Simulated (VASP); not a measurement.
# W (Im-3m) in VASP: further runs

Runs on W. Level: PBE. Tasks: relaxation of cell and atoms, relaxation of the atoms.

Program: VASP 6.6.1. These are calculated values, not measurements. Logs are shortened: lines on timing, memory, paths and dates and some standing lists are left out, and cuts for length are marked.

## Step 1: The structure

It takes space group Im-3m (No. 229, cubic). Conventional cell: a = 3.165 Å, b = 3.165 Å, c = 3.165 Å, α = 90.00°, β = 90.00°, γ = 90.00°. W (site symmetry m-3m) has 8 W at 2.74 Å as nearest neighbours.

## Step 2: Relaxation of cell and atoms, PBE

File INCAR:

```
SYSTEM = W
PREC = Accurate
ENCUT = 300
EDIFF = 1E-6
ISMEAR = 1
SIGMA = 0.1
LREAL = .FALSE.
LASPH = .TRUE.
NELM = 80
ALGO = Normal
ISIF = 3
LWAVE = .FALSE.
LCHARG = .FALSE.
GGA = PE
IBRION = 2
NSW = 90
EDIFFG = -0.01
```

File KPOINTS:

```
Automatic mesh
0
G
  8 8 8
  0 0 0
```

File POSCAR:

```
W
1.0
   -1.5823450000      1.5823450000      1.5823450000
    1.5823450000     -1.5823450000      1.5823450000
    1.5823450000      1.5823450000     -1.5823450000
W
1
Direct
    0.0000000000      0.0000000000      0.0000000000
```

Potentials or basis: VASP PAW PBE potentials, release 64 (W).

Run with:

```console
cat potpaw_PBE.64/W/POTCAR > POTCAR
mpirun -np 1 vasp_std > vasp.out
```

OUTCAR:

```text
SYSTEM = W
   PREC = Accurate
   ENCUT = 300
   EDIFF = 1E-6
   ISMEAR = 1
   LREAL = .FALSE.
   LASPH = .TRUE.
   NELM = 80
   ISIF = 3
   GGA = PE
   IBRION = 2
   NSW = 90
   EDIFFG = -0.01

 ion  position               nearest neighbor table
   1  0.000  0.000  0.000-

  LATTYP: Found a body centered cubic cell.
 ALAT       =     3.1646900000

  Lattice vectors:

 A1 = (  -1.5823450000,   1.5823450000,   1.5823450000)
 A2 = (   1.5823450000,  -1.5823450000,   1.5823450000)
 A3 = (   1.5823450000,   1.5823450000,  -1.5823450000)

Analysis of symmetry for initial positions (statically):
=====================================================================
 Subroutine PRICEL returns:
 Original cell was already a primitive cell.

 Routine SETGRP: Setting up the symmetry group for a
 body centered cubic supercell.

 Subroutine GETGRP returns: Found 48 space group operations
 (whereof 48 operations were pure point group operations)
 out of a pool of 48 trial point group operations.

The static configuration has the point symmetry O_h .

Analysis of symmetry for dynamics (positions and initial velocities):
=====================================================================
 Subroutine PRICEL returns:
 Original cell was already a primitive cell.

 Routine SETGRP: Setting up the symmetry group for a
 body centered cubic supercell.

 Subroutine GETGRP returns: Found 48 space group operations
 (whereof 48 operations were pure point group operations)
 out of a pool of 48 trial point group operations.

The dynamic configuration has the point symmetry O_h .

 Subroutine INISYM returns: Found 48 space group operations
 (whereof 48 operations are pure point group operations),
 and found     1 'primitive' translations

----------------------------------------------------------------------------------------

                                     Primitive cell

  volume of cell :      15.8476

  direct lattice vectors                    reciprocal lattice vectors
    -1.582345000  1.582345000  1.582345000     0.000000000  0.315986716  0.315986716
     1.582345000 -1.582345000  1.582345000     0.315986716  0.000000000  0.315986716
     1.582345000  1.582345000 -1.582345000     0.315986716  0.315986716  0.000000000

  length of vectors
     2.740701935  2.740701935  2.740701935     0.446872699  0.446872699  0.446872699

  position of ions in fractional coordinates (direct lattice)
     0.000000000  0.000000000  0.000000000

  ion indices of the primitive-cell ions
   primitive index   ion index
                 1           1

----------------------------------------------------------------------------------------

 KPOINTS: Automatic mesh

Automatic generation of k-mesh.
 Grid dimensions read from file:
 generate k-points for:    8    8    8

 Generating k-lattice:

  Cartesian coordinates                     Fractional coordinates (reciprocal lattice)
     0.000000000  0.039498339  0.039498339     0.125000000  0.000000000  0.000000000
     0.039498339  0.000000000  0.039498339     0.000000000  0.125000000  0.000000000
     0.039498339  0.039498339  0.000000000     0.000000000  0.000000000  0.125000000

  Length of vectors
     0.055859087  0.055859087  0.055859087

  Shift w.r.t. Gamma in fractional coordinates (k-lattice)
     0.000000000  0.000000000  0.000000000

 Subroutine IBZKPT returns following result:
 ===========================================

 Found     29 irreducible k-points:

 Following reciprocal coordinates:
            Coordinates               Weight
  0.000000  0.000000  0.000000      1.000000
  0.125000  0.000000  0.000000     12.000000
  0.250000  0.000000  0.000000     12.000000
  0.375000  0.000000  0.000000     12.000000
  0.500000  0.000000  0.000000      6.000000
  0.125000  0.125000  0.000000     24.000000
[... 16 lines left out ...]
 -0.250000  0.250000  0.250000      6.000000
 -0.375000  0.375000  0.250000     24.000000
 [... further k-points ...]
   k-points           NKPTS =     29   k-points in BZ     NKDIM =     29   number of bands    NBANDS=      7
   number of dos      NEDOS =    301   number of ions     NIONS =      1
   total plane-waves  NPLWV =   4096
   dimension x,y,z NGX =    16 NGY =   16 NGZ =   16
   dimension x,y,z NGXF=    32 NGYF=   32 NGZF=   32
   ions per type =               1
   NGX,Y,Z   is equivalent  to a cutoff of   9.71,  9.71,  9.71 a.u.
   NGXF,Y,Z  is equivalent  to a cutoff of  19.41, 19.41, 19.41 a.u.
 SYSTEM =  W
   PREC   = accura    normal or accurate (medium, high low for compatibility)
   ISTART =      0    job   : 0-new  1-cont  2-samecut
   ICHARG =      2    charge: 1-file 2-atom 10-const
   ISPIN  =      1    spin polarized calculation?
   LNONCOLLINEAR =      F non collinear calculations
   LSORBIT =      F    spin-orbit coupling
   LASPH  =      T    aspherical Exc in radial PAW
   ENCUT  =  300.0 eV  22.05 Ry    4.70 a.u.   3.87  3.87  3.87*2*pi/ulx,y,z
   NELM   =     80;   NELMIN=  2; NELMDL= -5     # of ELM steps
   EDIFF  = 0.1E-05   stopping-criterion for ELM
   LREAL  =      F    real-space projection
   EDIFFG = -.1E-01   stopping-criterion for IOM
   NSW    =     90    number of steps for IOM
   IBRION =      2    ionic relax: 0-MD 1-quasi-New 2-CG
   NFREE  =      1    steps in history (QN), initial steepest desc. (CG)
   ISIF   =      3    stress and relaxation
   ISYM   =      2    0-nonsym 1-usesym 2-fastsym
   POTIM  = 0.5000    time-step for ionic-motion
   TEBEG  =    0.0;   TEEND  =   0.0 temperature during run
   PSTRESS=    0.0 pullay stress
   NELECT =       6.0000    total number of electrons
   NUPDOWN=      -1.0000    fix difference up-down
   EMIN   =  10.00;   EMAX   =-10.00  energy-range for DOS
   EFERMI =   0.00;   METHOD = LEGACY
   ISMEAR =     1;   SIGMA  =   0.10  broadening in eV -4-tet -1-fermi 0-gaus
   EFERMI_NEDOS =   21; number of points for ismear=-14 and -15
   IALGO  =     38    algorithm
   IMIX   =      4    mixing-type and parameters
     AMIX     =   0.40;   BMIX     =  1.00
     AMIX_MAG =   1.60;   BMIX_MAG =  1.00
  volume/ion in A,a.u.               =      15.85       106.94
  Fermi-wavevector in a.u.,A,eV,Ry     =   1.184325  2.238049 19.083867  1.402625
  Thomas-Fermi vector in A             =   2.320541
   LORBIT       =      0    0 simple, 1 ext, 2 COOP (PROOUT), +10 PAW based schemes
   GGA     = PE    functional components
   LHFCALC =     F    Hartree Fock is set to
   AEXX    =    0.0000 exact exchange contribution
   IVDW    =     0    specifies the selected vdW correction
   LEPSILON=     F    determine dielectric tensor
   LRPA    =     F    only Hartree local field effects (RPA)
 conjugate gradient relaxation of ions
 non-spin polarized calculation
 Methfessel and Paxton  Order N= 1 SIGMA  =   0.10
  energy-cutoff  :      300.00
  volume of cell :       15.85
 maximum number of plane-waves:       197
   NGX =  7   NGY =  7   NGZ =  7

--------------------------------------- Ionic step        1  -------------------------------------------

 number of electron       5.9999999 magnetization

 Free energy of the ion-electron system (eV)
  ---------------------------------------------------
  ext. energy  EPLUGINS =         0.00000000
  ---------------------------------------------------
  free energy    TOTEN  =       -13.01407857 eV

  energy without entropy =      -13.01471657  energy(sigma->0) =      -13.01429124

------------------------ aborting loop because EDIFF is reached ----------------------------------------

  FORCE on cell =-STRESS in cart. coord.  units (eV):
  Direction    XX          YY          ZZ          XY          YZ          ZX
  --------------------------------------------------------------------------------------
  -------------------------------------------------------------------------------------
  Total        0.1550686      0.1550686      0.1550686     -0.0000000     -0.0000000      0.0000000
  in kB       15.6772924     15.6772924     15.6772924     -0.0000000     -0.0000000      0.0000000
  external PRESSURE =      15.6772924 kB  Pullay stress =       0.0000000 kB
[... 55 lines left out ...]
  energy  without entropy=      -13.0102773035  energy(sigma->0) =      -13.00985039

--------------------------------------- Ionic step        3  -------------------------------------------

 number of electron       5.9999998 magnetization

 Free energy of the ion-electron system (eV)
  ---------------------------------------------------
  ext. energy  EPLUGINS =         0.00000000
  ---------------------------------------------------
  free energy    TOTEN  =       -13.01444788 eV

  energy without entropy =      -13.01508637  energy(sigma->0) =      -13.01466071

 E-fermi :   7.3251     XC(G=0): -13.1193

 val. band max:        7.2492581552   @ k =   0.1250   0.0000   0.0000
 cond. band min:       7.8350039363   @ k =  -0.2500   0.2500   0.1250
 fundamental gap:      0.5857457811
 Fermi energy:         7.3251436329

 k-point     1 :       0.0000    0.0000    0.0000
  band No.  band energies     occupation
      1      -1.8234      2.00000
      2       6.5289      2.00000
      3       6.5289      2.00000
      4       6.5289      2.00000
      5       9.9824      0.00000
      6       9.9824      0.00000
      7      22.9820      0.00000
[... 221 lines left out ...]
 k-point    24 :      -0.3750    0.3750    0.2500
  band No.  band energies     occupation
      1       3.2347      2.00000
      2       3.9741      2.00000
      3       7.2423      1.99410
      4       8.0415     -0.00000
      5      11.4596      0.00000
      6      12.1432      0.00000
      7      21.4489      0.00000

 [... further k-points ...]
[... 5 lines left out ...]
  --------------------------------------------------------------------------------------
  -------------------------------------------------------------------------------------
  Total        0.0014152      0.0014152      0.0014152      0.0000000      0.0000000      0.0000000
  in kB        0.1423859      0.1423859      0.1423859      0.0000000      0.0000000      0.0000000
  external PRESSURE =       0.1423859 kB  Pullay stress =       0.0000000 kB
[... 16 lines left out ...]
  FREE ENERGIE OF THE ION-ELECTRON SYSTEM (eV)
  ---------------------------------------------------
  free  energy   TOTEN  =       -13.0144478838 eV

  energy  without entropy=      -13.0150863694  energy(sigma->0) =      -13.01466071

 reached required accuracy - stopping structural energy minimisation
```

It used 5.6 s of CPU time on 1 thread of Intel(R) Xeon(R) Platinum 8488C (Sapphire Rapids), with other jobs on the host, which was overloaded at the time.

Results:

```
Free energy                            : -13.0144 eV
Relaxed volume                         : 15.92 Å³/atom
Relaxed cell                           : a = 2.745 Å, b = 2.745 Å, c = 2.745 Å, α = 109.47°, β = 109.47°, γ = 109.47°
Space group after relaxing (to 0.05 Å) : Im-3m (No. 229)
Energy gained by relaxing              : 0.4 meV/atom
Ionic steps                            : 3
Pressure after relaxing                : 0.0 GPa
Band gap on the k mesh                 : none (metal or under the smearing width)
```

The path:
```tsv
step	energy change (eV)	largest force (eV/Å)	pressure (GPa)	volume (Å³)
1	0.0000	0.0000	1.57	15.85
2	0.0044	0.0000	-5.37	16.21
3	-0.0004	0.0000	0.01	15.92
```

Final structure:
```
W
1.0
    -1.58491    1.58491    1.58491
     1.58491   -1.58491    1.58491
     1.58491    1.58491   -1.58491
W
1
Direct
  0.00000 0.00000 0.00000
```

Spin-orbit coupling is left out, which matters for the levels of W. Zero-point motion and thermal expansion aren't in these numbers.

## Step 3: Relaxation of cell and atoms, PBE

This run uses another cell than the first one, of 15.92 Å³/atom, 1.005 times its volume.

INCAR, as its differences from that of step 2:

```diff
@@ -3,3 +3,3 @@
 ENCUT = 300
-EDIFF = 1E-6
+EDIFF = 1E-7
 ISMEAR = 1
@@ -16,2 +16,2 @@
 NSW = 90
-EDIFFG = -0.01
+EDIFFG = -0.005
```

KPOINTS is that of step 2.

File POSCAR:

```
W                                       
1.0
   -1.5849070619      1.5849070619      1.5849070619
    1.5849070619     -1.5849070619      1.5849070619
    1.5849070619      1.5849070619     -1.5849070619
  W             
     1
Direct
     0.0000000000000000    0.0000000000000000    0.0000000000000000
```

Potentials or basis: VASP PAW PBE potentials, release 64 (W).

Run with:

```console
cat potpaw_PBE.64/W/POTCAR > POTCAR
mpirun -np 1 vasp_std > vasp.out
```

It used 2.8 s of CPU time on 1 thread of Intel(R) Xeon(R) Platinum 8488C (Sapphire Rapids), with other jobs on the host, which was overloaded at the time.

Results (log left out):

- Free energy: -13.0146 eV
- Pressure after relaxing: 0.0 GPa
- Band gap on the k mesh: none (metal or under the smearing width)

Final structure:
```cif
data_structure
_symmetry_space_group_name_H-M 'P 1'
_symmetry_Int_Tables_number 1
_cell_length_a 2.7451
_cell_length_b 2.7451
_cell_length_c 2.7451
_cell_angle_alpha 109.471
_cell_angle_beta 109.471
_cell_angle_gamma 109.471
_cell_volume 15.92
loop_
_atom_site_label
_atom_site_type_symbol
_atom_site_fract_x
_atom_site_fract_y
_atom_site_fract_z
_atom_site_occupancy
W1 W 0.00000 0.00000 0.00000 1
```

Levels at points of the mesh, in eV from the Fermi level:
```tsv
k point	band 1	band 2	band 3	band 4	band 5	band 6
(0.00, 0.00, 0.00)	-9.15	-0.80	-0.80	-0.80	2.66	2.66
(0.50, 0.00, 0.00)	-5.79	-3.10	1.12	2.55	3.52	6.49
(0.50, 0.50, 0.50)	-5.34	-5.34	5.52	5.52	5.52	8.77
```

Caveat: the relaxation stopped at its first step, so nothing moved.

## Step 4: Relaxation of the atoms, PBE (a relaxed cell with its volume scaled by 0.94)

File INCAR:

```
SYSTEM = W
PREC = Accurate
ENCUT = 300
EDIFF = 1E-7
ISMEAR = 1
SIGMA = 0.1
LREAL = .FALSE.
LASPH = .TRUE.
NELM = 80
ALGO = Fast
ISIF = 2
LWAVE = .FALSE.
LCHARG = .FALSE.
GGA = PE
IBRION = 2
NSW = 40
EDIFFG = -0.01
```

KPOINTS is that of step 3.

File POSCAR:

```
W                                       
1.0
   -1.5525529414      1.5525529414      1.5525529414
    1.5525529414     -1.5525529414      1.5525529414
    1.5525529414      1.5525529414     -1.5525529414
  W             
     1
Direct
     0.0000000000000000    0.0000000000000000    0.0000000000000000
```

Run with:

```console
cat potpaw_PBE.64/W/POTCAR > POTCAR
mpirun -np 1 vasp_std > vasp.out
```

It used 2.1 s of CPU time on 1 thread of Intel(R) Xeon(R) Platinum 8488C (Sapphire Rapids), with other jobs on the host, which was overloaded at the time.

Results (log left out):

* Free energy: -12.9472 eV
* Pressure after relaxing: 22.6 GPa
* Band gap on the k mesh: none (metal or under the smearing width)

Final structure:
```cif
data_structure
_symmetry_space_group_name_H-M 'P 1'
_symmetry_Int_Tables_number 1
_cell_length_a 2.6891
_cell_length_b 2.6891
_cell_length_c 2.6891
_cell_angle_alpha 109.471
_cell_angle_beta 109.471
_cell_angle_gamma 109.471
_cell_volume 14.97
loop_
_atom_site_label
_atom_site_type_symbol
_atom_site_fract_x
_atom_site_fract_y
_atom_site_fract_z
_atom_site_occupancy
W1 W 0.00000 0.00000 0.00000 1
```

Levels at points of the mesh, in eV from the Fermi level:
| k point | band 1 | band 2 | band 3 | band 4 | band 5 | band 6 | band 7 |
| --- | --- | --- | --- | --- | --- | --- | --- |
| (0.00, 0.00, 0.00) | -9.46 | -0.86 | -0.86 | -0.86 | 2.85 | 2.85 | 15.89 |
| (0.50, 0.00, 0.00) | -6.16 | -3.38 | 1.39 | 2.79 | 3.83 | 7.12 | 12.58 |
| (0.50, 0.50, 0.50) | -5.82 | -5.82 | 6.04 | 6.04 | 6.04 | 9.35 | 9.35 |

Caveat: the relaxation stopped at its first step, so nothing moved. Spin-orbit coupling is left out, which matters for the levels of W.

## Step 5: Relaxation of the atoms, PBE (a relaxed cell with its volume scaled by 0.96)

INCAR is that of step 4.

KPOINTS is that of step 4.

File POSCAR:

```
W                                       
1.0
   -1.5634867731      1.5634867731      1.5634867731
    1.5634867731     -1.5634867731      1.5634867731
    1.5634867731      1.5634867731     -1.5634867731
  W             
     1
Direct
     0.0000000000000000    0.0000000000000000    0.0000000000000000
```

Run with:

```console
cat potpaw_PBE.64/W/POTCAR > POTCAR
mpirun -np 1 vasp_std > vasp.out
```

It used 2.1 s of CPU time on 1 thread of Intel(R) Xeon(R) Platinum 8488C (Sapphire Rapids), on a shared host, which was overloaded at the time.

The run converged. Its results:

| Property | Result |
| --- | --- |
| Free energy | -12.9850 eV |
| Pressure after relaxing | 14.3 GPa |
| Band gap on the k mesh | none (metal or under the smearing width) |

Final structure:
```cif
data_structure
_symmetry_space_group_name_H-M 'P 1'
_symmetry_Int_Tables_number 1
_cell_length_a 2.7080
_cell_length_b 2.7080
_cell_length_c 2.7080
_cell_angle_alpha 109.471
_cell_angle_beta 109.471
_cell_angle_gamma 109.471
_cell_volume 15.29
loop_
_atom_site_label
_atom_site_type_symbol
_atom_site_fract_x
_atom_site_fract_y
_atom_site_fract_z
_atom_site_occupancy
W1 W 0.00000 0.00000 0.00000 1
```

Levels at points of the mesh, in eV from the Fermi level:
```csv
k point,band 1,band 2,band 3,band 4,band 5,band 6,band 7
"(0.00, 0.00, 0.00)",-9.35,-0.84,-0.84,-0.84,2.79,2.79,15.81
"(0.50, 0.00, 0.00)",-6.03,-3.28,1.29,2.70,3.72,6.90,12.50
"(0.50, 0.50, 0.50)",-5.65,-5.65,5.86,5.86,5.86,9.15,9.15
```

Caveat: the relaxation stopped at its first step, so nothing moved. The run has no spin-orbit coupling, so splittings on W are missing.

(Continued in part 2 of 2.)
